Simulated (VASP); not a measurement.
**AlNi3: single point with PBEsol**

The system is AlNi3.

```
CELL_PARAMETERS angstrom
3.52305 0.00000 0.00000
0.00000 3.52305 0.00000
0.00000 0.00000 3.52305
ATOMIC_POSITIONS crystal
Ni 0.50000 0.50000 0.00000
Ni 0.50000 0.00000 0.50000
Ni 0.00000 0.50000 0.50000
Al 0.00000 0.00000 0.00000
```

The cell is a database's computed one.

```json
{"Program": "VASP 6.6.1", "Task": "single point", "Functional": "PBEsol", "Potentials or basis": "VASP PAW PBE potentials, release 64 (Ni, Al)", "Cutoff": "520 eV", "k mesh": "6 × 6 × 6", "Occupations": "fermi-dirac, width 0.05 eV", "Spin": "collinear spin, antiferromagnetic start", "Starting moments": "[2.5, -2.5, 2.5, 0.0] μB"}
```

* Pressure: -0.5 GPa
* Band gap on the k mesh: none (metal or under the smearing width)
* Net moment: 0.66 μB per cell
* Site moments: Ni +0.23; Al -0.01 μB
* Valence electrons inside the program's atomic spheres: Ni 9.46; Al 0.81

Levels at points of the mesh, in eV from the Fermi level:
Spin up:
```
           k point  band 13  band 14  band 15  band 16  band 17  band 18  band 19  band 20  band 21  band 22
(0.00, 0.00, 0.00)    -0.23    -0.03    -0.03    -0.03     0.88     0.88     0.88     6.74     6.74     7.61
(0.50, 0.00, 0.00)    -1.23    -1.18    -1.05    -0.49    -0.03     5.67     5.67     5.68     5.68     6.56
(0.00, 0.50, 0.00)    -1.23    -1.18    -1.05    -0.49    -0.03     5.67     5.67     5.68     5.68     6.56
(0.50, 0.50, 0.00)    -1.32    -1.22    -0.98    -0.97    -0.57     0.91     0.91     8.31     8.31     8.42
(0.50, 0.00, 0.50)    -1.32    -1.22    -0.98    -0.97    -0.57     0.91     0.91     8.31     8.31     8.42
(0.50, 0.50, 0.50)    -1.31    -1.08    -1.08    -0.25    -0.22    -0.22    -0.22     3.63     4.17     4.17
```
Spin down:
```
           k point  band 13  band 14  band 15  band 16  band 17  band 18  band 19  band 20
(0.00, 0.00, 0.00)     0.02     0.34     0.34     0.34     0.86     0.86     0.86     6.83
(0.50, 0.00, 0.00)    -0.96    -0.96    -0.84    -0.30     0.34     5.72     5.72     5.74
(0.00, 0.50, 0.00)    -0.96    -0.96    -0.84    -0.30     0.34     5.72     5.72     5.74
(0.50, 0.50, 0.00)    -1.15    -1.10    -0.79    -0.63    -0.44     1.17     1.17     8.35
(0.50, 0.00, 0.50)    -1.15    -1.10    -0.79    -0.63    -0.44     1.17     1.17     8.35
(0.50, 0.50, 0.50)    -1.16    -0.90    -0.90    -0.25     0.10     0.10     0.10     3.72
```

Run time: 46 s on 1 thread of Intel(R) Xeon(R) 6975P-C (Granite Rapids), with other jobs on the host, peak memory 0.21 GiB.

Caveat: the PAW data sets were made with another functional, which shifts forces and pressure a little.
